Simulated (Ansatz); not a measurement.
Ligand exchange: Sn(CH3)3Br + C4H10O → Sn(CH3)3(OH) + C4H9Br

Gas-phase species: Sn(CH3)3Br, singlet; C4H10O (tert-butanol) `CC(C)(C)O`, singlet; Sn(CH3)3(OH), singlet; C4H9Br `CC(C)(C)Br`, singlet. The partners trade Br for OH: Sn–Br and C–OH bonds give way to Sn–OH and C–Br.

Shapes, held fixed at every level: PBE0-D4/def2-TZVP. Flexible molecules stand in one conformer, not always the lowest. Programs: Ansatz 0.2.0. Electronic energies: no zero-point or thermal term.

**Question.** Estimate ΔE of this reaction.

**Answer.** MP2/def2-TZVPP gives ΔE = +59.5 kJ/mol; the levels span +59.5 to +94.0. The median of the levels is +75.5. No measured value is set beside it here. For atoms past krypton def2 sets carry core potentials with scalar relativity. Relativity is left out for Br. Outer-core shells of Br, Sn are correlated, in sets that cover them unevenly. MP2/def2-TZVPP lies outside the range of the other correlated levels here, so it shouldn't be taken on trust.

```json
{"level": "HF/def2-TZVPP", "kind": "Hartree–Fock", "ΔE (kJ/mol)": "+94.0"}
{"level": "PBE-D4/def2-TZVPP", "kind": "GGA", "ΔE (kJ/mol)": "+67.9"}
{"level": "B3LYP-D4/def2-TZVPP", "kind": "global hybrid", "ΔE (kJ/mol)": "+71.3"}
{"level": "r2SCAN0-D4/def2-TZVPP", "kind": "global hybrid", "ΔE (kJ/mol)": "+79.6"}
{"level": "B2PLYP/def2-TZVPP", "kind": "double hybrid", "ΔE (kJ/mol)": "+68.3"}
{"level": "MP2/def2-SVP", "kind": "perturbation theory", "ΔE (kJ/mol)": "+82.5"}
{"level": "CCSD(T)/def2-SVP", "kind": "coupled cluster or CI", "ΔE (kJ/mol)": "+88.4"}
{"level": "MP2/def2-TZVPP", "kind": "perturbation theory", "ΔE (kJ/mol)": "+59.5"}
```
